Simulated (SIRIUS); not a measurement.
# NaCl in SIRIUS: convergence with smearing width

NaCl:

```xyz
2
Lattice="3.5022 0.0000 0.0000 0.0000 3.5022 0.0000 0.0000 0.0000 3.5022" Properties=species:S:1:pos:R:3 pbc="T T T"
Cl    1.7511    1.7511    1.7511
Na    0.0000    0.0000    0.0000
```

Measurements of this composition are mostly on another form, of space group No. 225.

```yaml
Program: SIRIUS 7.10.0
Task: single point
Functional: PBEsol
Potentials_or_basis: PseudoDojo 0.4 PBEsol stringent (scalar relativistic)
Cutoff: 1202 eV
Density_cutoff: 4809 eV
k_mesh: 8 × 8 × 8
Occupations: fermi-dirac, width 0.4 eV
Spin: no spin polarisation
```

These are the settings of the first run; the series varies smearing width, with any setting tied to it.

Hardware: 1 thread of Arm Neoverse V1 (shared host).

| smearing width | energy less the tightest run, at zero smearing (meV/atom) | SCF cycles | CPU time (s) | peak memory (GiB) |
| --- | --- | --- | --- | --- |
| 0.4 eV | 1.22 | 15 | 61 | 0.36 |
| 0.3 eV | 0.15 | 15 | 59 | 0.36 |
| 0.2 eV | 0.00 | 15 | 59 | 0.36 |
| 0.136 eV | 0.00 | 15 | 57 | 0.36 |
| 0.1 eV | 0.00 | 15 | 58 | 0.36 |
| 0.05 eV | 0.00 | 15 | 57 | 0.36 |
| 0.025 eV | 0.00 | 15 | 56 | 0.36 |
| 0.01 eV | 0.00 | 15 | 54 | 0.36 |

Against the tightest run, the energy stays within 1 meV/atom from 0.3 eV on. The tightest run that finished is the yardstick and may itself not be fully converged.
